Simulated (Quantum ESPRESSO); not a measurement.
**BN in Quantum ESPRESSO: the effect of functional**

Crystal: BN.

```
CELL_PARAMETERS angstrom
2.55394 0.00000 0.00000
-1.27697 2.21178 0.00000
0.00000 0.00000 4.22685
ATOMIC_POSITIONS crystal
N 0.33333 0.66667 0.12528
N 0.66667 0.33333 0.62528
B 0.33333 0.66667 0.49972
B 0.66667 0.33333 0.99972
```

Measurements of this composition are mostly on another form, of space group No. 194.

Alike in all runs:

```yaml
Program: Quantum ESPRESSO 7.5
Task: phonon dispersion
Cutoff: 612 eV
Density_cutoff: 4898 eV
k_mesh: 6 × 6 × 2, shifted
Occupations: fermi-dirac, width 0.05 eV
Spin: no spin polarisation
```

Each run relaxes the cell or the atoms first.

```tsv
functional	potentials or basis	relaxed volume (Å³/atom)	dielectric constant (mean)	highest phonon frequency (cm⁻¹)
LDA	GBRV 1.5 LDA	?	?	?
PBE	GBRV 1.5 PBE	5.97	4.67	1259
PBEsol	GBRV 1.5 PBEsol	5.88	4.70	1274
```

Task: What does the run with functional LDA give?

Result: Relaxed volume 5.77 Å³/atom; dielectric constant 4.63 mean; highest phonon frequency 1292 cm⁻¹.

Caveats: all runs use coarse meshes.
